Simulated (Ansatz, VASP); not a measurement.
## GaP in two plane-wave programs

Wanted: the spread between two codes on one cell, functional and k mesh. The cell is taken from a series of runs on this material, whose earlier steps may have relaxed, scaled, displaced or heated it; both programs get it as it stands.

Method: plane waves, with VASP 6.6.1 beside it; single point at r2SCAN, spin-orbit coupling, in Ansatz 0.2.0.

## Step 1: Starting point

It takes space group Imm2 (No. 44, orthorhombic). Conventional cell: a = 3.854 Å, b = 3.874 Å, c = 5.440 Å, α = 90.00°, β = 90.00°, γ = 90.00°. Nearest to Ga lie 4 P at 2.36 Å. P has 4 Ga at 2.36 Å nearest. Farther neighbours are not listed.

## Step 2: Ansatz: single point, r2SCAN, spin-orbit coupling, pair 1

Ansatz runs on its PAW fully relativistic soft_1 files.

A single point gives forces, pressure and levels at one fixed geometry, so differences don't come from the geometry; what else differs is listed under the comparison.

The input, input.yaml:

```yaml
crystal:
  lattice:
    - [0.0069613378, 2.7324160424, 2.7201317339]
    - [2.7324160424, 0.0069613378, 2.7201317339]
    - [2.7393773803, 2.7393773803, 1.0e-10]
  atoms:
    - { symbol: Ga, position: [-0.000335186, -0.000335186, 0.000335186] }
    - { symbol: P, position: [0.750335186, 0.750335186, 0.749664814] }
kpoints:
  mp_grid: { grid: [8, 8, 8] }
hamiltonian:
  xc: r2scan
  pseudopotentials: { kind: paw_fr, azcp: { folder: soft_1 } }
scf:
  occupations: { method: gaussian, width: 0.01 }
  n_extra_bands: 16
output:
  eigenvalues: true
  eigenstates:
    kpoints:
      - [-2.4942e-05, 0.428831025, 0.428806083]
      - [-1.6078e-05, 0.432310045, 0.432293966]
      - [0.003454078, 0.428839888, 0.432293966]
      - [0.003438437, 0.432294404, 0.428806083]
      - [0.002441364, 0.431297331, 0.433738695]
      - [-0.002478713, 0.431284796, 0.428806083]
      - [0.002430304, 0.433740042, 0.431272389]
      - [-0.002467654, 0.428842084, 0.431272389]
      - [0.004884076, 0.431286271, 0.431272389]
      - [-1.3882e-05, 0.426388313, 0.431272389]
      - [0.003988372, 0.432844338, 0.432833544]
      - [-1.0794e-05, 0.428845172, 0.432833544]
      - [-2.8855e-05, 0.432834103, 0.428806083]
      - [0.003978137, 0.428827112, 0.428806083]
      - [-3.3805e-05, 0.425352004, 0.425318199]
      - [-0.003503962, 0.428822161, 0.425318199]
      - [-0.003488321, 0.425367645, 0.428806083]
      - [-0.002491248, 0.426364718, 0.42387347]
      - [0.002428829, 0.426377253, 0.428806083]
      - [-0.002480188, 0.423922007, 0.426339776]
      - [0.00241777, 0.428819965, 0.426339776]
      - [-0.00493396, 0.426375778, 0.426339776]
      - [-3.6002e-05, 0.431273736, 0.426339776]
      - [-0.004038255, 0.424817711, 0.424778622]
      - [-3.909e-05, 0.428816877, 0.424778622]
      - [-2.1029e-05, 0.424827946, 0.428806083]
      - [-0.004028021, 0.428834937, 0.428806083]
      - [8.296e-06, 0.44187735, 0.441885646]
      - [0.013021384, 0.428864262, 0.441885646]
      - [0.01296273, 0.441818697, 0.428806083]
      - [0.009223706, 0.438079673, 0.447303379]
      - [-0.009226584, 0.438032667, 0.428806083]
      - [0.009182232, 0.447239841, 0.438054731]
      - [-0.00918511, 0.428872499, 0.438054731]
      - [0.018383875, 0.438038199, 0.438054731]
      - [1.6532e-05, 0.419670856, 0.438054731]
      - [0.015024984, 0.44388095, 0.443909062]
      - [2.8111e-05, 0.428884078, 0.443909062]
      - [-3.9615e-05, 0.44384257, 0.428806083]
      - [0.014986604, 0.428816351, 0.428806083]
      - [-5.818e-05, 0.415784699, 0.415726519]
      - [-0.013071268, 0.428797787, 0.415726519]
      - [-0.013012614, 0.415843352, 0.428806083]
      - [-0.00927359, 0.419582376, 0.410308786]
      - [0.009176701, 0.419629382, 0.428806083]
      - [-0.009232116, 0.410422208, 0.419557435]
      - [0.009135226, 0.42878955, 0.419557435]
      - [-0.018433758, 0.419623851, 0.419557435]
      - [-6.6416e-05, 0.437991193, 0.419557435]
      - [-0.015074868, 0.413781099, 0.413703104]
      - [-7.7995e-05, 0.428777971, 0.413703104]
      - [-1.0268e-05, 0.413819479, 0.428806083]
      - [-0.015036488, 0.428845698, 0.428806083]
      - [0.428554438, 0.428554438, 0.0]
      - [0.428563302, 0.432033459, 0.003487884]
      - [0.432033459, 0.428563302, 0.003487884]
      - [0.432017818, 0.432017818, 0.0]
      - [0.431020745, 0.431020745, 0.004932612]
      - [0.426100667, 0.43100821, 0.0]
      - [0.431009685, 0.433463456, 0.002466306]
      - [0.426111727, 0.428565498, 0.002466306]
      - [0.433463456, 0.431009685, 0.002466306]
      - [0.428565498, 0.426111727, 0.002466306]
      - [0.432567752, 0.432567752, 0.004027461]
      - [0.428568586, 0.428568586, 0.004027461]
      - [0.428550525, 0.432557517, 0.0]
      - [0.432557517, 0.428550525, 0.0]
      - [0.428545575, 0.425075418, -0.003487884]
      - [0.425075418, 0.428545575, -0.003487884]
      - [0.425091059, 0.425091059, 0.0]
      - [0.426088132, 0.426088132, -0.004932612]
      - [0.43100821, 0.426100667, 0.0]
      - [0.426099192, 0.423645421, -0.002466306]
      - [0.43099715, 0.428543379, -0.002466306]
      - [0.423645421, 0.426099192, -0.002466306]
      - [0.428543379, 0.43099715, -0.002466306]
      - [0.424541125, 0.424541125, -0.004027461]
      - [0.428540291, 0.428540291, -0.004027461]
      - [0.428558351, 0.42455136, 0.0]
      - [0.42455136, 0.428558351, 0.0]
      - [0.428587676, 0.441600764, 0.013079564]
      - [0.441600764, 0.428587676, 0.013079564]
      - [0.441542111, 0.441542111, 0.0]
      - [0.437803086, 0.437803086, 0.018497296]
      - [0.419352796, 0.437756081, 0.0]
      - [0.437761612, 0.446963255, 0.009248648]
      - [0.41939427, 0.428595913, 0.009248648]
      - [0.446963255, 0.437761612, 0.009248648]
      - [0.428595913, 0.41939427, 0.009248648]
      - [0.443604364, 0.443604364, 0.015102979]
      - [0.428607492, 0.428607492, 0.015102979]
      - [0.428539765, 0.443565984, 0.0]
      - [0.443565984, 0.428539765, 0.0]
      - [0.4285212, 0.415508113, -0.013079564]
[... 9 lines left out ...]
      - [0.413504513, 0.413504513, -0.015102979]
      - [0.428501385, 0.428501385, -0.015102979]
      - [0.428569112, 0.413542893, 0.0]
      - [0.413542893, 0.428569112, 0.0]
      - [0.0, 0.5, 0.0]
      - [8.863e-06, 0.50347902, 0.003487884]
      - [0.00347902, 0.500008863, 0.003487884]
      - [0.003463379, 0.503463379, 0.0]
      - [0.002466306, 0.502466306, 0.004932612]
      - [-0.002453771, 0.502453771, 0.0]
      - [0.002455246, 0.504909018, 0.002466306]
      - [-0.002442712, 0.50001106, 0.002466306]
      - [0.004909018, 0.502455246, 0.002466306]
      - [1.106e-05, 0.497557288, 0.002466306]
      - [0.004013314, 0.504013314, 0.004027461]
      - [1.4148e-05, 0.500014148, 0.004027461]
      - [-3.913e-06, 0.504003079, 0.0]
      - [0.004003079, 0.499996087, 0.0]
      - [-8.863e-06, 0.49652098, -0.003487884]
      - [-0.00347902, 0.499991137, -0.003487884]
      - [-0.003463379, 0.496536621, 0.0]
      - [-0.002466306, 0.497533694, -0.004932612]
      - [0.002453771, 0.497546229, 0.0]
      - [-0.002455246, 0.495090982, -0.002466306]
      - [0.002442712, 0.49998894, -0.002466306]
      - [-0.004909018, 0.497544754, -0.002466306]
      - [-1.106e-05, 0.502442712, -0.002466306]
      - [-0.004013314, 0.495986686, -0.004027461]
      - [-1.4148e-05, 0.499985852, -0.004027461]
      - [3.913e-06, 0.495996921, 0.0]
      - [-0.004003079, 0.500003913, 0.0]
      - [3.3238e-05, 0.513046326, 0.013079564]
      - [0.013046326, 0.500033238, 0.013079564]
      - [0.012987672, 0.512987672, 0.0]
      - [0.009248648, 0.509248648, 0.018497296]
      - [-0.009201643, 0.509201643, 0.0]
      - [0.009207174, 0.518408816, 0.009248648]
      - [-0.009160168, 0.500041474, 0.009248648]
      - [0.018408816, 0.509207174, 0.009248648]
      - [4.1474e-05, 0.490839832, 0.009248648]
      - [0.015049926, 0.515049926, 0.015102979]
      - [5.3053e-05, 0.500053053, 0.015102979]
      - [-1.4674e-05, 0.515011546, 0.0]
      - [0.015011546, 0.499985326, 0.0]
      - [-3.3238e-05, 0.486953674, -0.013079564]
      - [-0.013046326, 0.499966762, -0.013079564]
      - [-0.012987672, 0.487012328, 0.0]
      - [-0.009248648, 0.490751352, -0.018497296]
      - [0.009201643, 0.490798357, 0.0]
      - [-0.009207174, 0.481591184, -0.009248648]
      - [0.009160168, 0.499958526, -0.009248648]
      - [-0.018408816, 0.490792826, -0.009248648]
      - [-4.1474e-05, 0.509160168, -0.009248648]
      - [-0.015049926, 0.484950074, -0.015102979]
      - [-5.3053e-05, 0.499946947, -0.015102979]
      - [1.4674e-05, 0.484988454, 0.0]
      - [-0.015011546, 0.500014674, 0.0]
      - [0.0, 0.0, 0.5]
      - [8.863e-06, 0.00347902, 0.503487884]
      - [0.00347902, 8.863e-06, 0.503487884]
      - [0.003463379, 0.003463379, 0.5]
      - [0.002466306, 0.002466306, 0.504932612]
      - [-0.002453771, 0.002453771, 0.5]
      - [0.002455246, 0.004909018, 0.502466306]
      - [-0.002442712, 1.106e-05, 0.502466306]
      - [0.004909018, 0.002455246, 0.502466306]
      - [1.106e-05, -0.002442712, 0.502466306]
      - [0.004013314, 0.004013314, 0.504027461]
      - [1.4148e-05, 1.4148e-05, 0.504027461]
      - [-3.913e-06, 0.004003079, 0.5]
      - [0.004003079, -3.913e-06, 0.5]
      - [-8.863e-06, -0.00347902, 0.496512116]
      - [-0.00347902, -8.863e-06, 0.496512116]
      - [-0.003463379, -0.003463379, 0.5]
      - [-0.002466306, -0.002466306, 0.495067388]
      - [0.002453771, -0.002453771, 0.5]
      - [-0.002455246, -0.004909018, 0.497533694]
      - [0.002442712, -1.106e-05, 0.497533694]
      - [-0.004909018, -0.002455246, 0.497533694]
      - [-1.106e-05, 0.002442712, 0.497533694]
      - [-0.004013314, -0.004013314, 0.495972539]
      - [-1.4148e-05, -1.4148e-05, 0.495972539]
      - [3.913e-06, -0.004003079, 0.5]
      - [-0.004003079, 3.913e-06, 0.5]
      - [3.3238e-05, 0.013046326, 0.513079564]
      - [0.013046326, 3.3238e-05, 0.513079564]
      - [0.012987672, 0.012987672, 0.5]
      - [0.009248648, 0.009248648, 0.518497296]
      - [-0.009201643, 0.009201643, 0.5]
      - [0.009207174, 0.018408816, 0.509248648]
      - [-0.009160168, 4.1474e-05, 0.509248648]
      - [0.018408816, 0.009207174, 0.509248648]
      - [4.1474e-05, -0.009160168, 0.509248648]
      - [0.015049926, 0.015049926, 0.515102979]
      - [5.3053e-05, 5.3053e-05, 0.515102979]
      - [-1.4674e-05, 0.015011546, 0.5]
      - [0.015011546, -1.4674e-05, 0.5]
      - [-3.3238e-05, -0.013046326, 0.486920436]
      - [-0.013046326, -3.3238e-05, 0.486920436]
      - [-0.012987672, -0.012987672, 0.5]
      - [-0.009248648, -0.009248648, 0.481502704]
      - [0.009201643, -0.009201643, 0.5]
      - [-0.009207174, -0.018408816, 0.490751352]
      - [0.009160168, -4.1474e-05, 0.490751352]
      - [-0.018408816, -0.009207174, 0.490751352]
      - [-4.1474e-05, 0.009160168, 0.490751352]
      - [-0.015049926, -0.015049926, 0.484897021]
      - [-5.3053e-05, -5.3053e-05, 0.484897021]
      - [1.4674e-05, -0.015011546, 0.5]
      - [-0.015011546, 1.4674e-05, 0.5]
      - [0.0, 0.0, 0.0]
      - [8.863e-06, 0.00347902, 0.003487884]
      - [0.00347902, 8.863e-06, 0.003487884]
      - [0.003463379, 0.003463379, 0.0]
      - [0.002466306, 0.002466306, 0.004932612]
      - [-0.002453771, 0.002453771, 0.0]
      - [0.002455246, 0.004909018, 0.002466306]
      - [-0.002442712, 1.106e-05, 0.002466306]
      - [0.004909018, 0.002455246, 0.002466306]
      - [1.106e-05, -0.002442712, 0.002466306]
      - [0.004013314, 0.004013314, 0.004027461]
      - [1.4148e-05, 1.4148e-05, 0.004027461]
      - [-3.913e-06, 0.004003079, 0.0]
      - [0.004003079, -3.913e-06, 0.0]
      - [-8.863e-06, -0.00347902, -0.003487884]
      - [-0.00347902, -8.863e-06, -0.003487884]
      - [-0.003463379, -0.003463379, 0.0]
      - [-0.002466306, -0.002466306, -0.004932612]
      - [0.002453771, -0.002453771, 0.0]
      - [-0.002455246, -0.004909018, -0.002466306]
      - [0.002442712, -1.106e-05, -0.002466306]
      - [-0.004909018, -0.002455246, -0.002466306]
      - [-1.106e-05, 0.002442712, -0.002466306]
      - [-0.004013314, -0.004013314, -0.004027461]
      - [-1.4148e-05, -1.4148e-05, -0.004027461]
      - [3.913e-06, -0.004003079, 0.0]
      - [-0.004003079, 3.913e-06, 0.0]
      - [3.3238e-05, 0.013046326, 0.013079564]
      - [0.013046326, 3.3238e-05, 0.013079564]
      - [0.012987672, 0.012987672, 0.0]
      - [0.009248648, 0.009248648, 0.018497296]
      - [-0.009201643, 0.009201643, 0.0]
      - [0.009207174, 0.018408816, 0.009248648]
      - [-0.009160168, 4.1474e-05, 0.009248648]
      - [0.018408816, 0.009207174, 0.009248648]
      - [4.1474e-05, -0.009160168, 0.009248648]
      - [0.015049926, 0.015049926, 0.015102979]
      - [5.3053e-05, 5.3053e-05, 0.015102979]
      - [-1.4674e-05, 0.015011546, 0.0]
      - [0.015011546, -1.4674e-05, 0.0]
      - [-3.3238e-05, -0.013046326, -0.013079564]
      - [-0.013046326, -3.3238e-05, -0.013079564]
      - [-0.012987672, -0.012987672, 0.0]
      - [-0.009248648, -0.009248648, -0.018497296]
      - [0.009201643, -0.009201643, 0.0]
      - [-0.009207174, -0.018408816, -0.009248648]
      - [0.009160168, -4.1474e-05, -0.009248648]
      - [-0.018408816, -0.009207174, -0.009248648]
      - [-4.1474e-05, 0.009160168, -0.009248648]
      - [-0.015049926, -0.015049926, -0.015102979]
      - [-5.3053e-05, -5.3053e-05, -0.015102979]
      - [1.4674e-05, -0.015011546, 0.0]
      - [-0.015011546, 1.4674e-05, 0.0]
      - [0.0, 0.0, 0.0]
      - [8.863e-06, 0.00347902, 0.003487884]
      - [0.00347902, 8.863e-06, 0.003487884]
      - [0.003463379, 0.003463379, 0.0]
      - [0.002466306, 0.002466306, 0.004932612]
      - [-0.002453771, 0.002453771, 0.0]
      - [0.002455246, 0.004909018, 0.002466306]
      - [-0.002442712, 1.106e-05, 0.002466306]
      - [0.004909018, 0.002455246, 0.002466306]
      - [1.106e-05, -0.002442712, 0.002466306]
      - [0.004013314, 0.004013314, 0.004027461]
      - [1.4148e-05, 1.4148e-05, 0.004027461]
      - [-3.913e-06, 0.004003079, 0.0]
      - [0.004003079, -3.913e-06, 0.0]
      - [-8.863e-06, -0.00347902, -0.003487884]
      - [-0.00347902, -8.863e-06, -0.003487884]
      - [-0.003463379, -0.003463379, 0.0]
      - [-0.002466306, -0.002466306, -0.004932612]
      - [0.002453771, -0.002453771, 0.0]
      - [-0.002455246, -0.004909018, -0.002466306]
      - [0.002442712, -1.106e-05, -0.002466306]
      - [-0.004909018, -0.002455246, -0.002466306]
      - [-1.106e-05, 0.002442712, -0.002466306]
      - [-0.004013314, -0.004013314, -0.004027461]
      - [-1.4148e-05, -1.4148e-05, -0.004027461]
      - [3.913e-06, -0.004003079, 0.0]
      - [-0.004003079, 3.913e-06, 0.0]
      - [3.3238e-05, 0.013046326, 0.013079564]
      - [0.013046326, 3.3238e-05, 0.013079564]
      - [0.012987672, 0.012987672, 0.0]
      - [0.009248648, 0.009248648, 0.018497296]
      - [-0.009201643, 0.009201643, 0.0]
      - [0.009207174, 0.018408816, 0.009248648]
      - [-0.009160168, 4.1474e-05, 0.009248648]
      - [0.018408816, 0.009207174, 0.009248648]
      - [4.1474e-05, -0.009160168, 0.009248648]
      - [0.015049926, 0.015049926, 0.015102979]
      - [5.3053e-05, 5.3053e-05, 0.015102979]
      - [-1.4674e-05, 0.015011546, 0.0]
      - [0.015011546, -1.4674e-05, 0.0]
      - [-3.3238e-05, -0.013046326, -0.013079564]
      - [-0.013046326, -3.3238e-05, -0.013079564]
      - [-0.012987672, -0.012987672, 0.0]
      - [-0.009248648, -0.009248648, -0.018497296]
      - [0.009201643, -0.009201643, 0.0]
      - [-0.009207174, -0.018408816, -0.009248648]
      - [0.009160168, -4.1474e-05, -0.009248648]
      - [-0.018408816, -0.009207174, -0.009248648]
      - [-4.1474e-05, 0.009160168, -0.009248648]
      - [-0.015049926, -0.015049926, -0.015102979]
      - [-5.3053e-05, -5.3053e-05, -0.015102979]
      - [1.4674e-05, -0.015011546, 0.0]
      - [-0.015011546, 1.4674e-05, 0.0]
magnetization:
  noncollinear: true
  spin_orbit: true
checkpoint:
  read: start.run
  write: ck
  compress: false
  write_wavefunctions: false
  write_every: 100000
```

Run with:

```
$ ansatz run input.yaml --threads 4 --pin off --max-ram 9216MiB --backend cpu --events-out ev --progress --plain --runs-dir out
```

Numbers of over 12 decimals in the logs are rounded to 6 here.

The program printed:

```text
scf.n_extra_bands = 16 over 18 filled bands (N_el = 18.0): the run solves 34 bands
Engine: ansatz 0.2.0, x86_64-unknown-linux-gnu
Pseudopotentials: kind: paw_fr
Pseudopotential: Ga, paw, valence charge 13, recommended cutoff 500 eV (meta_gga), soft_1/Ga.paw.azcp
Pseudopotential: P, paw, valence charge 5, recommended cutoff 500 eV (meta_gga), soft_1/P.paw.azcp
Functional definition: r2SCAN
  parameter k0 = 0.174
  parameter k1 = 0.065
  parameter a1 = 4.9479
  exchange = r2scan_x(k0 = k0, k1 = k1, a1 = a1)
  correlation = r2scan_c
non-collinear run that drives no moment, with spin-orbit: no starting moment large enough to seed its density (crystal.atoms[].spin), no starting occupations that ask for one, no magnetisation constraint and no magnetic field, so the semilocal B_xc is pinned to zero
Crystal: 2 atoms, lattice volume = 40.617 Å³
Basis set: ecut = 500 eV, 989 PW (Γ), exchange–correlation on 120×120×120 points (64 copies of the dense FFT grid, shifted against one another)
Bands: 34, of which v1, the nominal top of the filled ones, is band 18 counted from 1 (17 counted from 0)
Symmetry: 4 space group operations + 4 with time reversal
Magnetic group: BNS 44.230 (UNI 328), of the structure as read, at distance tolerance 3.4e-5 Å
k-points: 95 of 512 (time reversal used)
Projection manifold: j_resolved (fully-relativistic pseudo-atomic orbitals)
Non-local potential: Ga, projectors of the file, resolved by j, l = 0: 2, l = 1: 4, l = 2: 6, l = 3: 2
Non-local potential: P, projectors of the file, resolved by j, l = 0: 2, l = 1: 4, l = 2: 2
PAW form: soft (Blöchl's): semilocal exchange-correlation on the pseudo side does not see the compensation charge
PAW frozen core: Ga, regenerated for the run's functional (the file was generated under x = pbe(κ = 0.804, μ = 0.219515), c = pbe(β = 0.066725))
PAW frozen core: P, regenerated for the run's functional (the file was generated under x = pbe(κ = 0.804, μ = 0.219515), c = pbe(β = 0.066725))
PAW one-centre angular grid: Ga, 590 points (default); XC on 224 Gauss nodes
PAW one-centre angular grid: P, 302 points (default); XC on 160 Gauss nodes
Initial density: read from a saved state, or passed on in memory by an earlier SCF of this step, an earlier step, the calling program or the single point that the run made first
Initial wavefunctions: pseudopotential atomic-orbital guess
Functional: x = r2scan, c = r2scan; τ floored in thin density (d = 2e-4 eV/Å³)
iter 1 solved again at ethr=3.84e-6 eV; its pass at ethr=3.10e-3 eV (dr2=6.92e-4 eV) is discarded
SCF iter   1: F=—  HF=-4547.774610 eV  |F-HF|=—  |Δ(HF+E_count)|=         —  Δρ=2.88e-6  dr2=1.47e-9  dr2_τ=2.65e-11  dr2_m=0.00e0 (ungated)  ethr=3.84e-6  |M|=0.00e0 ∫|m|=0.00e0 μB  |m|>n=0.0e0 m-floor=0.0e0 τ_xc=0.0e0  β_m=0.30  ⟨swp⟩=4.8  Hψ=28547  notcnv=0  defer=4
eigensolver tolerance schedule: the retry pair's looser diagonalisation over-reported the residual by 469140.47 of it (diagonalisation noise at an unbounded share of the residual, at the tolerance the schedule requests for it); recorded, not acted on — ethr = c·dr2/N_el stays at c = 1.0e-1
preconditioner: auto → none  [insulator: Δε(μ)=1.830 eV  Ē_g=19.654 eV  σ=0.010 eV  W_gap=1.00  n_scr=14 (ndim 8)  ℏωp=24.7 eV  f_vac=0.009  D(μ)=0.00/eV (n_scr^D=0)  ε∞_Penn≈2.6]
SCF iter   2: F=—  HF=-4547.774610 eV  |F-HF|=—  |Δ(HF+E_count)|=   4.69e-7  Δρ=1.43e-6  dr2=4.19e-10  dr2_τ=1.64e-11  dr2_m=0.00e0 (ungated)  ethr=8.19e-12  |M|=0.00e0 ∫|m|=0.00e0 μB  |m|>n=0.0e0 m-floor=0.0e0 τ_xc=0.0e0  β_m=0.30  ⟨swp⟩=6.9  Hψ=13347  notcnv=0
SCF iter   3: F=-4547.774610 eV  HF=-4547.774610 eV  |F-HF|=1.87e-10  |Δ(HF+E_count)|=  1.30e-10  Δρ=1.01e-6  dr2=1.84e-10  dr2_τ=9.68e-13  dr2_m=0.00e0 (ungated)  ethr=2.33e-12  |M|=0.00e0 ∫|m|=0.00e0 μB  |m|>n=0.0e0 m-floor=0.0e0 τ_xc=0.0e0  ⟨swp⟩=1.0  Hψ=8018  notcnv=0
SCF 1 converged in 3 iterations: F = -4547.774610 eV  dr2 = 1.84e-10
  greatest PAW one-centre occupation: 0.993 electrons in one spin orbital (limit 2), on the Ga atom at site 0 (counted from 0), in its partial waves of l = 2
NSCF: frozen V_eff on 318 k-points
SCF converged after 3 iterations
Magnetization: |M| = 0.0000 μB,  M = (+0.0000, +0.0000, +0.0000) μB
Absolute magnetization: 0.0000 μB (∫|m|)
  site 0: m = (+0.0000, +0.0000, +0.0000) μB, |m| = 0.0000 μB  (R = 0.97 Å)
  site 1: m = (+0.0000, +0.0000, +0.0000) μB, |m| = 0.0000 μB  (R = 0.97 Å)
Free energy (F): -4547.774610 eV
Harris-Foulkes:  -4547.774610 eV  (|F-HF|=1.87e-10)
Internal energy: -4547.774610 eV  (E = F + TS)
E sigma→0 (E₀):  -4547.774610 eV
Fermi energy:    7.797154 eV
--- Per-component energies (eV) ---
  E_band       = -68.377056
  E_kinetic    = 179.967768
  E_local      = -1679.992496  (includes V_loc(G=0)·N_el)
  E_nonlocal   = -58.792624
  E_hartree    = 1019.260149
  E_xc         = -125.664446
  E_vxc        = -123.043080  (∫ρ·V_xc dr)
  E_paw        = -2570.648126  (= ΣΔE_a)
  E_vpaw       = -430.928194  (= ΣTr[D̂ρ^β])
  E_aug_tail   = 0.000032  (compensation charges beyond the density's cutoff)
  E_vtau       = 5.891333  (kinetic-family band-sum trace: ∫τ·v_τ [+ j·A + Jᵃ·Aᵃ] dr)
  E_ewald      = -1311.175557
  E_core_change = -0.729310  (= ΣΔE_core)
  E_smearing   = -0.000000  (= −TS)
  E_closure    = 0.000000  (closes the sum)
  Σ components = -4547.774610   (vs F -4547.774610, Δ=0.00e0)
--- Band table (eV; the first three rows and the last of 95) ---
  k-point 0: bands = [... 14 lower, 6.8588, 6.8588, 6.8822, 6.8822, 9.1774, 9.1774, 10.9028, 10.9028, ... 12 higher]
  k-point 1: bands = [... 14 lower, 6.5828, 6.5828, 6.6382, 6.6419, 9.7331, 9.7334, 11.3147, 11.3291, ... 12 higher]
  k-point 2: bands = [... 14 lower, 6.1312, 6.1312, 6.1923, 6.1968, 9.3985, 9.3985, 11.8670, 11.8695, ... 12 higher]
  k-point 94: bands = [... 14 lower, 3.9945, 3.9945, 4.0610, 4.0610, 8.7246, 8.7246, 8.9192, 8.9192, ... 12 higher]
```

(Part 1 of 4 ends here.)

[Lines on the potential files, build, host, timing and source positions are cut from VASP's logs without a mark.]

[Logs are printed without paths, hosts, clocks, repeated set-up lines and the standing remarks that a program may print on its own settings, such as how far it seeks lower states.]

[Hosts, paths, dates, database ids (printed as entryN), source tags and the programs' standing remarks are cut or masked in the printed files.]
